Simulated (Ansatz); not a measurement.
SnTe, space group F-43m, a conversion between chain and input file

Run with the Ansatz DFT code, driven from Python.

`snte.yaml`
```yaml
crystal:
  lattice:
    - [0.0, 3.611146, 3.611146]
    - [3.611146, 0.0, 3.611146]
    - [3.611146, 3.611146, 0.0]
  atoms:
    - { symbol: Sn, position: [0.0, 0.0, 0.0] }
    - { symbol: Te, position: [0.75, 0.75, 0.75] }
  symmetry: { detect: false }
kpoints:
  mp_grid: { grid: [4, 4, 4] }
hamiltonian:
  xc: lda
scf:
  occupations: { method: fixed }
output:
  stress: true
  eigenvalues: true
elastic:
  mode: relaxed_ion
```

Script `snte.py`:
```python
import ansatz


def main() -> None:
    job = ansatz.Calculation.from_yaml("snte.yaml")
    print(job.to_python())


if __name__ == "__main__":
    main()
```

Running `python snte.py` prints:
```text
(
    az.Lattice.of(((0.0, 3.611146, 3.611146), (3.611146, 0.0, 3.611146), (3.611146, 3.611146, 0.0)))
    .atom("Sn", (0.0, 0.0, 0.0))
    .atom("Te", (0.75, 0.75, 0.75))
    .symmetry(detect=False)
    .calculation()
    .kpoints(4, 4, 4)
    .functional("lda")
    .occupations(method="fixed")
    .elastic(mode="relaxed_ion")
    .stress()
    .band_table(publish=True)
)
```

The input is only written out: it wasn't run, and its settings aren't tested. The structure comes from a database and needn't be a stable phase.
